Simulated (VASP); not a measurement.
# ZnS: molecular dynamics at constant energy

ZnS, F-43m (no. 216), 8 atoms in the cell. PBE, molecular dynamics; PAW potentials Zn, S (PBE set).

Ensemble: NVE; Starting temperature (K): 600.

## Input

INCAR:
```
SYSTEM = ZnS
GGA      = PE             ! functional
PREC     = Normal         ! precision mode
ENCUT    = 280            ! plane-wave cutoff, eV
EDIFF    = 1E-6           ! SCF threshold, eV
NELMIN   = 4            
NELM     = 60             ! most SCF steps
ALGO     = Normal         ! electronic algorithm
LREAL    = Auto         
LASPH    = .TRUE.         ! aspherical terms in the spheres
ISMEAR   = 0              ! smearing method
SIGMA    = 0.05           ! smearing width, eV
ISYM     = 0            
LWAVE    = .FALSE.        ! write WAVECAR
LCHARG   = .FALSE.        ! write CHGCAR
IBRION   = 0              ! ionic algorithm
NSW      = 60             ! ionic steps
POTIM    = 2.0            ! step
TEBEG    = 600          
ISIF     = 2              ! what is computed and relaxed
RANDOM_SEED= 316165 0 0   
MDALGO   = 1            
ANDERSEN_PROB= 0.0          
KPAR     = 2             
```

KPOINTS:
```
k-points
0
Monkhorst-Pack
  2 2 2
```

POSCAR:
```
ZnS
1.0
    5.4040000000      0.0000000000      0.0000000000
    0.0000000000      5.4040000000      0.0000000000
    0.0000000000      0.0000000000      5.4040000000
Zn S
4 4
Direct
    0.2500000000      0.2500000000      0.2500000000
    0.2500000000      0.7500000000      0.7500000000
    0.7500000000      0.2500000000      0.7500000000
    0.7500000000      0.7500000000      0.2500000000
    0.0000000000      0.0000000000      0.0000000000
    0.0000000000      0.5000000000      0.5000000000
    0.5000000000      0.0000000000      0.5000000000
    0.5000000000      0.5000000000      0.0000000000
```

Commands:
```
cat potpaw_PBE.64/Zn/POTCAR potpaw_PBE.64/S/POTCAR > POTCAR
mpirun -np 2 vasp_std > vasp.out
```

## Result

- Rise of the mean potential energy above the start (meV/atom): 34.6
- Mean temperature (K): 294
- Standard error of the mean temperature (K): 55
- Relative fluctuation of the kinetic energy: 0.475
- Canonical value of that fluctuation: 0.309
- Electronic steps per ionic step after the first: 4.1

Course of the run:

| Time (fs) | Temperature (K) | Potential energy less the first (meV/atom) |
|---|---|---|
| 2 | 600 | 0.0 |
| 12 | 468 | 15.0 |
| 20 | 267 | 37.8 |
| 30 | 149 | 51.1 |
| 38 | 231 | 41.9 |
| 48 | 391 | 23.6 |
| 56 | 430 | 19.2 |
| 66 | 326 | 31.0 |
| 74 | 185 | 47.1 |
| 84 | 69 | 60.2 |
| 92 | 104 | 56.2 |
| 102 | 275 | 36.8 |
| 110 | 387 | 24.1 |
| 120 | 343 | 29.0 |

The mean temperature lies below the starting 600 K, since the atoms start on their sites and part of their kinetic energy turns into potential energy.

REPORT:
```
MDALGO =   1
         ANDERSEN_PROB =  0.00000000
               SCALING =       0
                 CNEXP =     9.000   14.000
           RANDOM_SEED =            316165                0                0

   original number of atomic DOF:         21
   number of independent constraints:      0
   number of active DOF:                  21

========================================
         MD step No.       1
========================================

  Atomic velocities initialized by STEP_tb

  >Energies
                    E_tot             E_pot             E_kin               EPS                ES
   e_b>   -0.26645723E+02   -0.27188619E+02    0.54289600E+00    0.00000000E+00    0.00000000E+00

  >Temperature
               T_sim     T_inst
   tmprt>    600.000    600.001

  >Thermostat, num. of collisions:                0

           RANDOM_SEED =            316165               96                0

[... steps left out ...]

========================================
         MD step No.      60
========================================

  >Energies
                    E_tot             E_pot             E_kin               EPS                ES
   e_b>   -0.26645778E+02   -0.26956562E+02    0.31078362E+00    0.00000000E+00    0.00000000E+00

  >Temperature
               T_sim     T_inst
   tmprt>    600.000    343.474

  >Thermostat, num. of collisions:                0

           RANDOM_SEED =            316165             2928                0
```

OSZICAR:
```
N       E                     dE             d eps       ncg     rms          rms(c)
DAV:   1     0.427788239075E+03    0.42779E+03   -0.23424E+04   344   0.128E+03
DAV:   2     0.161411222910E+02   -0.41165E+03   -0.39935E+03   376   0.325E+02
DAV:   3    -0.277130265947E+02   -0.43854E+02   -0.43632E+02   380   0.111E+02
DAV:   4    -0.289266244232E+02   -0.12136E+01   -0.12108E+01   400   0.192E+01
DAV:   5    -0.289460634346E+02   -0.19439E-01   -0.19425E-01   400   0.240E+00    0.138E+01
DAV:   6    -0.271410790468E+02    0.18050E+01   -0.38232E+00   522   0.416E+01    0.109E+01
DAV:   7    -0.272288681299E+02   -0.87789E-01   -0.45165E+00   368   0.797E+00    0.485E+00
DAV:   8    -0.271855167638E+02    0.43351E-01   -0.35545E-01   420   0.605E+00    0.191E+00
DAV:   9    -0.271876954128E+02   -0.21786E-02   -0.55529E-02   416   0.314E+00    0.505E-01
DAV:  10    -0.271880828316E+02   -0.38742E-03   -0.48433E-03   356   0.614E-01    0.319E-01
DAV:  11    -0.271883232912E+02   -0.24046E-03   -0.28776E-04   400   0.271E-01    0.204E-01
DAV:  12    -0.271886135817E+02   -0.29029E-03   -0.52523E-04   344   0.234E-01    0.524E-02
[... left out ...]
     58 T=   388. E= -.26645937E+02 F= -.26996869E+02 E0= -.26996869E+02  EK= 0.35093E+00 SP= 0.00E+00 SK= 0.00E+00
     59 T=   370. E= -.26645895E+02 F= -.26980472E+02 E0= -.26980472E+02  EK= 0.33458E+00 SP= 0.00E+00 SK= 0.00E+00
[... last step whole ...]
       N       E                     dE             d eps       ncg     rms          rms(c)
DAV:   1    -0.269565565885E+02    0.23915E-01   -0.29911E-02   488   0.138E+00    0.138E-02
DAV:   2    -0.269565610640E+02   -0.44755E-05   -0.79514E-05   403   0.945E-02    0.893E-03
DAV:   3    -0.269565615862E+02   -0.52214E-06   -0.92625E-06   336   0.444E-02    0.479E-03
DAV:   4    -0.269565615003E+02    0.85864E-07   -0.43458E-07   196   0.105E-02
     60 T=   343. E= -.26645778E+02 F= -.26956562E+02 E0= -.26956562E+02  EK= 0.31078E+00 SP= 0.00E+00 SK= 0.00E+00
```

Limits: 120 fs of 8 atoms are too short for converged averages; the cell is only 5.4 Å across, so each atom moves in step with near copies of itself.

VASP 6.6.1 took 184 s on 2 cores (AMD EPYC 7R43 (Zen 3)), a shared host.
